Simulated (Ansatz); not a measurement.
## antiNiAs-structured BaTe

The computed numbers are results of PBE, scalar-relativistic (no spin polarisation) in the plane-wave PAW code Ansatz at 420 eV, Γ-centred 8×8×6 mesh, 0.05 eV Gaussian smearing; PAW files: Ansatz's generated set soft_2.

```
CELL_PARAMETERS angstrom
4.84884 0.00000 0.00000
-2.42442 4.19922 0.00000
0.00000 0.00000 8.60018
ATOMIC_POSITIONS crystal
Ba 0.33333 0.66667 0.25000
Ba 0.66667 0.33333 0.75000
Te 0.00000 0.00000 0.00000
Te 0.00000 0.00000 0.50000
```

This is a trial structure: the heavier alkaline earths' oxides and chalcogenides take the rock-salt structure.

Cell and atoms are those of this level's equilibrium.

The cell has space group P6_3/mmc (read at 0.01 Å). In it the stress is 0.00, 0.00, 0.03, 0.00, 0.00, 0.00 GPa and the largest force component 0.000 eV/Å. Each change below starts from this cell, without further relaxation. Stress is in GPa, positive in compression, in the order xx, yy, zz, yz, xz, xy; energies are counted from the cell above.

Problem. What happens when atom 2 (Ba) is moved by 0.05 Å along x?

Solution. The energy changes by 2.8 meV per cell, and the force on it along the shift is -0.110 eV/Å (−F/u = 2.21 eV/Å²). Stress: 0.01, 0.01, 0.05, 0.00, 0.00, -0.08.
```
atom  Fx (eV/Å)      Fy      Fz
 Ba1      0.002   0.000   0.000
 Ba2     -0.110   0.004   0.000
 Te3      0.054  -0.002   0.003
 Te4      0.054  -0.002  -0.003
```
In a harmonic crystal the energy would rise by −½F·u = ½ × 2.21 × 0.05² eV = 2.8 meV, which matches.

Problem. One atom was moved along a Cartesian axis, and these forces appeared. Which atom, and about how far?
```tsv
atom	Fx (eV/Å)	Fy	Fz
Ba1	0.000	0.057	-0.004
Ba2	0.000	0.052	0.003
Te3	0.000	-0.009	0.000
Te4	0.000	-0.099	0.000
```

Solution. Atom 4 (Te) is moved by 0.05 Å along y; the energy changes by 2.5 meV per cell.

Problem. What stress follows from an engineering strain of 3 % in xz, atoms carried along?

Solution. 0.05, 0.03, 0.08, 0.00, -0.51, 0.00 GPa; the energy changes by 8.3 meV per cell.
The change of the stress over the strain gives a clamped-atom stiffness of about 16.9 GPa for this component.
In a harmonic crystal the energy would rise by V(½Cε² − σ₀ε), with σ₀ the stress of the unstrained cell, = 8.3 meV, which matches.

Problem. A single strain component, atoms carried along, gave the stress 0.35, 0.35, 1.37, 0.00, 0.00, 0.00. Which component, and about how large?

Solution. An engineering strain of -2 % in zz; the energy changes by 15.1 meV per cell.

Problem. All atoms and the cell are disturbed at random:
```xyz
4
Lattice="4.8803 -0.0175 0.0479 -2.4554 4.2358 -0.0423 0.0850 -0.0376 8.5848" Properties=species:S:1:pos:R:3 pbc="T T T"
Ba    0.0134    2.7749    2.1473
Ba    2.5049    1.3847    6.4470
Te   -0.0039    0.0067   -0.0157
Te    0.0382   -0.0044    4.3042
```
Give the energy change, the stress and the forces.

Solution. 10.8 meV per cell; stress -0.40, -0.28, -0.02, 0.14, -0.30, 0.07 GPa. The gap on the mesh goes from 1.36 eV to 1.34 eV.
```
atom  Fx (eV/Å)      Fy      Fz
 Ba1     -0.016   0.089  -0.070
 Ba2     -0.016  -0.002   0.063
 Te3      0.008  -0.034   0.073
 Te4      0.024  -0.053  -0.066
```

Problem. All atoms and the cell are disturbed at random:
```
CELL_PARAMETERS angstrom
4.83334 -0.01668 -0.05449
-2.43111 4.20860 0.03436
-0.09665 0.01457 8.54156
ATOMIC_POSITIONS crystal
Ba 0.32751 0.65576 0.25252
Ba 0.65517 0.33223 0.74377
Te 0.01777 0.99092 0.00508
Te 0.99954 0.02108 0.49863
```
Give the energy change, the stress and the forces.

Solution. 58.0 meV per cell; stress 0.37, 0.40, 0.72, -0.19, 0.46, 0.14 GPa.
```tsv
atom	Fx (eV/Å)	Fy	Fz
Ba1	0.082	0.153	-0.194
Ba2	0.183	0.091	0.302
Te3	-0.251	0.020	-0.215
Te4	-0.013	-0.265	0.106
```

Kohn–Sham gaps of semilocal functionals lie under measured ones, often by a third or more. Spin–orbit coupling, which matters for such heavy elements, is left out.
